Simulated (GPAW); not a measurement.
## CdTe: optical spectrum with GLLB-SC

The system is CdTe.

```
CELL_PARAMETERS angstrom
0.00000 3.20500 3.20500
3.20500 0.00000 3.20500
3.20500 3.20500 0.00000
ATOMIC_POSITIONS crystal
Te 0.75000 0.75000 0.75000
Cd 0.00000 0.00000 0.00000
```

* Program: GPAW 26.7.0
* Task: optical spectrum
* Functional: GLLB-SC
* Potentials or basis: the program's PAW data sets (release 1.2.1) made for this functional
* Cutoff: 400 eV
* Basis: pw
* k mesh: 6 × 6 × 6
* Occupations: fermi-dirac, width 0.001 eV
* Spin: no spin polarisation
* Kernel: Bootstrap
* Eta: 0.2 eV
* Response ecut: 50 eV
* Scissors: 0 eV
* Maxiter: 150
* Response k mesh: 18 × 18 × 18
* Domega0: 0.05 eV
* Omega2: 10 eV
* Response bands: 41
* Directions: ["x"]
* Intraband: no

```
Band gap on the k mesh, Kohn-Sham part alone : 1.15 eV, direct
```

Dielectric function (mean over the directions given):
| energy (eV) | real part | imaginary part |
| --- | --- | --- |
| 0.25 | 7.99 | 0.07 |
| 0.67 | 8.27 | 0.23 |
| 1.15 | 8.93 | 0.81 |
| 1.66 | 9.33 | 1.88 |
| 2.18 | 9.84 | 3.16 |
| 2.66 | 10.40 | 6.19 |
| 3.17 | 6.36 | 8.32 |
| 3.56 | 5.55 | 7.38 |
| 4.03 | 5.19 | 7.44 |
| 4.51 | 3.87 | 10.87 |
| 5.01 | -1.32 | 8.13 |
| 5.53 | -1.09 | 5.63 |
| 6.07 | -0.72 | 5.82 |
| 6.55 | -1.75 | 4.52 |
| 6.87 | -1.58 | 4.00 |
| 7.38 | -1.42 | 3.10 |
| 7.90 | -1.61 | 2.32 |
| 8.43 | -1.17 | 1.90 |
| 8.89 | -0.97 | 1.55 |
| 9.47 | -0.70 | 1.43 |
| 9.76 | -0.69 | 1.26 |
| 10.26 | -0.56 | 1.04 |
| 10.78 | -0.35 | 0.85 |
| 11.31 | -0.11 | 0.75 |
| 11.85 | 0.01 | 0.77 |
| 12.30 | 0.05 | 0.73 |
| 12.77 | 0.11 | 0.68 |
| 13.24 | 0.17 | 0.64 |
| 13.72 | 0.23 | 0.61 |
| 14.22 | 0.27 | 0.61 |
| 14.73 | 0.24 | 0.61 |
| 15.26 | 0.25 | 0.48 |
| 15.80 | 0.36 | 0.45 |
| 16.21 | 0.35 | 0.44 |
| 16.78 | 0.41 | 0.38 |
| 17.36 | 0.47 | 0.35 |
| 17.96 | 0.51 | 0.36 |
| 18.58 | 0.54 | 0.34 |
| 19.22 | 0.57 | 0.34 |
| 19.87 | 0.58 | 0.36 |

Wall time 3.3 min on 1 thread of AMD EPYC 7R13 Processor (Zen 3), on a shared host, peak memory 0.54 GiB.

The gap isn't set beside the measured one, since the derivative discontinuity is missing.

Caveat: a model potential gives levels but no total energy; with so narrow a direct gap the onset needs a denser k mesh; the long-wavelength limit can be off by several per cent where d states take part; response on these states lacks terms of the Hamiltonian; independent-particle spectra lack excitons; spin-orbit coupling is left out, which moves the levels of the heavy elements.
